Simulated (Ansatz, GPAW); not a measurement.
# B/Au(111) in an electric field, part 2 of 2

Aim: the dipole that a field along the normal induces in B/Au(111).

GPAW 26.7.0 and Ansatz 0.2.0; Ansatz plane waves; slab in vacuum with a dipole correction, relaxation (the session's first sound run).

So far. Step 5 (Field on): The dipole is now -0.0653 e Å, against -0.019 in the run without a field. Step 8 (In a field): The dipole is now 0.0274 e Å, against -0.019 in the run without a field.

### Step 9. In a field (continued)

Electrostatic potential energy of an electron (without an applied field's), less the Fermi level, planar mean against z:

| z (Å) | electrostatic potential energy of an electron (without an applied field's), less the Fermi level, planar mean (eV) |
| --- | --- |
| 0.0 | 5.42 |
| 0.5 | 6.35 |
| 1.0 | 6.35 |
| 1.5 | 6.35 |
| 2.0 | 6.35 |
| 2.5 | 6.35 |
| 3.0 | 6.35 |
| 3.5 | 6.35 |
| 4.0 | 6.35 |
| 4.5 | 6.34 |
| 5.0 | 6.33 |
| 5.5 | 6.28 |
| 6.0 | 6.09 |
| 6.5 | 5.32 |
| 7.0 | 2.10 |
| 7.5 | -9.70 |
| 8.0 | -22.3 |
| 8.5 | -10.2 |
| 9.0 | 0.469 |
| 9.5 | -1.53 |
| 10.0 | -15.7 |
| 10.5 | -21.6 |
| 11.0 | -6.31 |
| 11.5 | 1.04 |
| 12.0 | -2.47 |
| 12.5 | -17.3 |
| 13.0 | -21.5 |
| 13.5 | -5.92 |
| 14.0 | 0.609 |
| 14.5 | -2.80 |
| 15.0 | -17.3 |
| 15.5 | -24.9 |
| 16.0 | -11.1 |
| 16.5 | -9.66 |
| 17.0 | -8.77 |
| 17.5 | 0.469 |
| 18.0 | 3.46 |
| 18.5 | 4.24 |
| 19.0 | 4.44 |
| 19.5 | 4.48 |
| 20.0 | 4.50 |
| 20.5 | 4.50 |
| 21.0 | 4.50 |
| 21.5 | 4.50 |
| 22.0 | 4.50 |
| 22.5 | 4.50 |
| 23.0 | 4.50 |
| 23.5 | 4.50 |
| 24.0 | 4.50 |

The dipole is now 0.0737 e Å, against -0.019 in the run without a field.

### Step 10. In a field

The input, run.py:

```python
import json
import numpy as np
from ase import Atoms
from gpaw import GPAW, PW
from gpaw.external import ConstantElectricField

slab = Atoms(
    ['Au', 'Au', 'Au', 'Au', 'B'],
    positions=[
        [-0.00000, -0.00000, 8.00000],
        [1.44250, 0.83283, 10.35559],
        [2.88500, 1.66565, 12.82082],
        [-0.00000, -0.00000, 15.38063],
        [1.44250, 0.83283, 16.77636]],
    cell=[[2.885, 0.0, 0.0], [1.4425, 2.49848, 0.0], [0.0, 0.0, 24.50399]],
    pbc=[True, True, False])

slab.calc = GPAW(mode=PW(500), xc='PBE', kpts={'size': (13, 13, 1), 'gamma': True},
                 occupations={'name': 'fermi-dirac', 'width': 0.1}, nbands='140%',
                 convergence={'density': 1e-05}, maxiter=200,
                 poissonsolver={'dipolelayer': 'xy'},
                 external=ConstantElectricField(0.3, [0, 0, 1]),
                 symmetry={'tolerance': 1e-3}, txt='slab.txt')
result = {}
energy = slab.get_potential_energy()
fermi = slab.calc.get_fermi_level()
v = slab.calc.get_electrostatic_potential().mean((0, 1)) - fermi
n = slab.calc.get_pseudo_density().mean((0, 1))
L = slab.cell[2, 2]
z = np.arange(len(v)) * L / len(v)
low, high = slab.positions[:, 2].min(), slab.positions[:, 2].max()
below, above = np.interp([low - 5.8, high + 5.8], z, v)
slopes = [np.interp(x, z, np.gradient(v, z)) for x in (low - 5.8, high + 5.8)]
eps = np.array([[slab.calc.get_eigenvalues(k, s) for k in range(len(slab.calc.get_ibz_k_points()))]
                for s in range(slab.calc.get_number_of_spins())]) - fermi
top, bottom = eps[eps < 0].max(), eps[eps > 0].min()
dipole = slab.get_dipole_moment()[2]
print(f'energy {energy:.4f} eV, Fermi level {fermi:.4f} eV, dipole {dipole:.5f} e A')
print(f'potential 5.8 A off the faces, from the Fermi level: lower {below:.4f} eV, upper {above:.4f} eV')
print(f'slope of the potential there: lower {slopes[0]:.5f}, upper {slopes[1]:.5f} eV/A')
print(f'nearest levels on the mesh: {top:.4f} and {bottom:.4f} eV')
print('magnetic moment', round(slab.get_magnetic_moment(), 3))
result.update(energy=energy, fermi=fermi, dipole=dipole, below=below, above=above, slopes=slopes, edges=[top, bottom],
              z=z.tolist(), v=v.tolist(), n=n.tolist(), positions=slab.positions.tolist(),
              forces=slab.get_forces(apply_constraint=False).tolist(), moments=slab.get_magnetic_moments().tolist())
json.dump(result, open('result.json', 'w'))
```

The run is started by

```bash
> OMP_NUM_THREADS=1 OPENBLAS_NUM_THREADS=2 python run.py
```

It took 5.9 min on 2 threads of Arm Neoverse V2, shared host; peak memory 0.53 GiB.

The electrostatic potential energy of an electron (without an applied field's), less the Fermi level, planar mean oscillates, so the rows of the table below give means over windows of 2.44 Å about each position, cut where the curve ends. Its maxima inside the range that stand out by 2 % of the span (Å: eV): 2.5: 6.93, 9.2: 1.39, 11.6: 1.26, 14.1: 0.527, 16.3: -8.20. Its minima: 8.0: -21.9, 10.3: -22.9, 12.8: -23.7, 15.4: -26.1, 16.8: -13.2.

The electrostatic potential energy of an electron (without an applied field's), less the Fermi level, planar mean by z; means over each step:

| z (Å) | electrostatic potential energy of an electron (without an applied field's), less the Fermi level, planar mean (eV) |
| --- | --- |
| 1.22 | 6.81 |
| 3.66 | 6.93 |
| 6.10 | 5.37 |
| 8.54 | -8.45 |
| 10.98 | -8.94 |
| 13.42 | -9.56 |
| 15.86 | -14.9 |
| 18.30 | 2.09 |
| 20.74 | 3.91 |
| 23.18 | 3.98 |

The dipole is now 0.120 e Å, against -0.019 in the run without a field.

### Step 11. The series

The members are put on one axis.

This step: induced dipole against applied field (GPAW 26.7.0).

Dipole along the normal against field:

| field (V/Å) | dipole along the normal (e·Å) |
| --- | --- |
| 0.000 | -0.0191 |
| -0.200 | -0.112 |
| -0.100 | -0.0653 |
| -0.050 | -0.0422 |
| 0.050 | 0.00416 |
| 0.100 | 0.0274 |
| 0.200 | 0.0737 |
| 0.300 | 0.120 |

### Step 12. A changed run

One more run, with changed settings.

This step: GPAW, PAW setups; slab in vacuum (GPAW 26.7.0).

Changes to run.py since step 10:

```diff
@@ -4,3 +4,2 @@
 from gpaw import GPAW, PW
-from gpaw.external import ConstantElectricField
 
@@ -17,7 +16,6 @@
 
-slab.calc = GPAW(mode=PW(500), xc='PBE', kpts={'size': (13, 13, 1), 'gamma': True},
+slab.calc = GPAW(mode=PW(500), xc='PBE', kpts={'size': (1, 1, 1), 'gamma': True},
                  occupations={'name': 'fermi-dirac', 'width': 0.1}, nbands='140%',
-                 convergence={'density': 1e-05}, maxiter=200,
+                 convergence={'density': 1e-05}, maxiter=50,
                  poissonsolver={'dipolelayer': 'xy'},
-                 external=ConstantElectricField(0.3, [0, 0, 1]),
                  symmetry={'tolerance': 1e-3}, txt='slab.txt')
```

The job ended after 13 s (2 threads; peak memory 0.17 GiB).

The run finished. A setting was moved off its sound value on purpose, so it serves as a test and not as the result.

The fault put into the input: one k-point (kpts = [1, 1]).

Side by side:

| quantity | this run | sound run | difference |
| --- | --- | --- | --- |
| dipole along the normal (e·Å) | -0.032346 | -0.019086 | -0.0133 |
| upper work function (eV) | 7.3268 | 5.6686 | 1.66 |
| lower work function (eV) | 6.5168 | 5.1914 | 1.33 |

The two runs differ clearly in the upper work function: 7.33 eV against 5.67 eV.

### Step 13. What came out

| Quantity | Value |
| --- | --- |
| work function, upper and lower face | 5.669 and 5.191 eV |
| dipole along the normal | -0.0191 e Å |
| induced dipole per field | 0.463 e Å per V/Å |
| out-of-plane polarisability per area, α/(ε0 A) | 11.6 Å |

The field induces 0.463 e Å per V/Å, a polarisable thickness α/(ε0 A) of 11.6 Å beside 8.78 Å between the outermost nuclei. A perfect conductor would give the distance between its two image planes; a dielectric of thickness t gives t(1 - 1/ε). The two faces differ by 0.48 eV, the step that the slab's dipole makes (e p/(ε0 A) gives 0.48 eV), so the dipole layer is needed. The induced dipole is linear in the field over this range. The cell of 7.21 Å² holds one B, started on one chosen site; other sites and coverages weren't tried. The in-plane lattice was kept as typed, which isn't the functional's own and leaves some strain; spin-orbit coupling and temperature are left out.

[Logs are printed without paths, hosts, clocks, repeated set-up lines and the standing remarks that a program may print on its own settings, such as how far it seeks lower states.]

[Hosts, paths, dates, database ids (printed as entryN), source tags and the programs' standing remarks are cut or masked in the printed files.]
